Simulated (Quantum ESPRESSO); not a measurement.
A calculation with Quantum ESPRESSO 7.5 of MgSi (ASE script, structure typed inline):

run.py

```python
import numpy as np
from ase.calculators.espresso import Espresso, EspressoProfile
from ase import Atoms

atoms = Atoms(['Si', 'Mg'],
              cell=[[2.908394, 0.0, 0.0], [0.0, 2.908394, 0.0], [0.0, 0.0, 4.103427]],
              scaled_positions=[[0.5, 0.5, 0.5], [0.0, 0.0, 0.0]],
              pbc=True)

input_data = {
    'control': {'calculation': 'scf', 'prefix': 'pwscf', 'outdir': './tmp', 'tprnfor': True, 'tstress': True, 'disk_io': 'nowf'},
    'system': {'ecutwfc': 45.0, 'ecutrho': 360.0, 'nbnd': 13, 'occupations': 'smearing', 'smearing': 'fd', 'degauss': 0.00367493},
    'electrons': {'conv_thr': 4e-10, 'electron_maxstep': 120, 'mixing_beta': 0.5},
}
pseudopotentials = {'Si': 'si_pbesol_v1.uspp.F.UPF', 'Mg': 'mg_pbesol_v1.4.uspp.F.UPF'}
profile = EspressoProfile(command='mpirun -n 2 pw.x -nk 2', pseudo_dir='pseudo')
dft = Espresso(profile=profile, input_data=input_data, pseudopotentials=pseudopotentials, kpts=(9, 9, 7), koffset=(0, 0, 0))
atoms.calc = dft

print(f'energy {atoms.get_potential_energy():.8f} eV')
print('forces (eV/A)')
print(np.round(atoms.get_forces(), 6))
print('stress (eV/A^3, Voigt)')
print(np.round(atoms.get_stress(), 8))
print(f'Fermi level {dft.get_fermi_level():.4f} eV')
```

Potentials or basis: GBRV 1.5 PBEsol.

Command:

```bash
$ OMP_NUM_THREADS=1 python run.py
```

The cell comes from a database or a generator and needn't be the stable form of this composition.

Q: Write the same calculation in another form: native input, structure typed inline.

A: As run:

pw.in

```
&CONTROL
  calculation = 'scf'
  prefix = 'pwscf'
  outdir = './tmp'
  pseudo_dir = './pseudo'
  tprnfor = .true.
  tstress = .true.
  disk_io = 'low'
/
&SYSTEM
  ibrav = 0
  celldm(1) = 8
  nat = 2
  ntyp = 2
  ecutwfc = 45
  ecutrho = 360
  nbnd = 13
  occupations = 'smearing'
  smearing = 'fd'
  degauss = 0.00367493
/
&ELECTRONS
  conv_thr = 4d-10
  electron_maxstep = 120
  mixing_beta = 0.5
/
ATOMIC_SPECIES
Si    28.0850 si_pbesol_v1.uspp.F.UPF
Mg    24.3050 mg_pbesol_v1.4.uspp.F.UPF
CELL_PARAMETERS alat
  0.6870085153131   0.0000000000000   0.0000000000000
  0.0000000000000   0.6870085153131   0.0000000000000
  0.0000000000000   0.0000000000000   0.9692941502993
ATOMIC_POSITIONS crystal
Si     0.5000000000    0.5000000000    0.5000000000
Mg     0.0000000000    0.0000000000    0.0000000000
K_POINTS automatic
9 9 7 0 0 0
```

File pp_density.in:

```
&INPUTPP
  prefix = 'pwscf'
  outdir = './tmp'
  filplot = 'density.dat'
  plot_num = 0
/
&PLOT
  nfile = 1
  filepp(1) = 'density.dat'
  iflag = 3
  output_format = 6
  fileout = 'density.cube'
/
```

Contents of pp_potential.in:

```
&INPUTPP
  prefix = 'pwscf'
  outdir = './tmp'
  filplot = 'potential.dat'
  plot_num = 11
/
&PLOT
  nfile = 1
  filepp(1) = 'potential.dat'
  iflag = 3
  output_format = 6
  fileout = 'potential.cube'
/
```

Potentials or basis: GBRV 1.5 PBEsol.

Run with:

```console
$ OMP_NUM_THREADS=1 mpirun -n 2 pw.x -nk 2 -in pw.in > pw.out
$ OMP_NUM_THREADS=1 mpirun -n 1 pp.x -in pp_density.in > pp_density.out
$ OMP_NUM_THREADS=1 mpirun -n 1 pp.x -in pp_potential.in > pp_potential.out
```

Both were run:

|  | ASE script, structure typed inline | native input, structure typed inline |
| --- | --- | --- |
| Pressure | -1.6 GPa | -1.6 GPa |
| Band gap on the k mesh | none (metal or under the smearing width) | none (metal or under the smearing width) |

Keys that steer only the numerical path or the files written may differ.
